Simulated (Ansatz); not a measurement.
# W: the cost of one run

Method: DFT PBE, scalar-relativistic, plane waves, PAW, in Ansatz 0.2.0.

1 further run of the same task is left out (set aside as unsound or not needed).

### Step 1. Starting point

Symmetry: Fm-3m, No. 225, cubic system. The conventional cell has a = 4.037 Å, b = 4.037 Å, c = 4.037 Å, α = 90.00°, β = 90.00°, γ = 90.00°. W (site symmetry m-3m) has 12 W at 2.85 Å in its first shell of neighbours.

Coordinates:

```cif
data_structure
_symmetry_space_group_name_H-M 'Fm-3m'
_symmetry_Int_Tables_number 225
_cell_length_a 4.0370
_cell_length_b 4.0370
_cell_length_c 4.0370
_cell_angle_alpha 90.000
_cell_angle_beta 90.000
_cell_angle_gamma 90.000
_cell_volume 65.79
loop_
_atom_site_label
_atom_site_type_symbol
_atom_site_symmetry_multiplicity
_atom_site_Wyckoff_symbol
_atom_site_fract_x
_atom_site_fract_y
_atom_site_fract_z
_atom_site_occupancy
W1 W 4 a 0.00000 0.00000 0.00000 1
```

This cell was relaxed beforehand with the same method: volume 16.45 Å³/atom, gap on the mesh none (metal).

### Step 2. The bulk in the cell of the plane

File input.yaml:

```yaml
crystal:
  lattice:
    - [2.8545944811, 0.0, 0.0]
    - [0.0, 2.8545944811, 0.0]
    - [1.4272972405, 1.4272972405, 2.0185031151]
  atoms:
    - { symbol: W, position: [0.0, 0.0, 0.0] }
basis:
  ecutwfc: 420
kpoints:
  mp_grid: { grid: [12, 12, 17] }
hamiltonian:
  xc: pbe
scf:
  occupations: { method: gaussian, width: 0.1 }
output:
  forces: true
  stress: true
  eigenvalues: true
```

Command:

```console
> ansatz run input.yaml --threads 1 --pin off --max-ram 2560MiB --backend cpu --events-out ev --progress --plain --runs-dir out
```

**Question.** How long does this run take on 1 thread of Intel Xeon at 2.50GHz (Skylake/Cascade Lake), shared host, and how much memory does it need?

About 16 s, with a peak of 0.42 GiB.
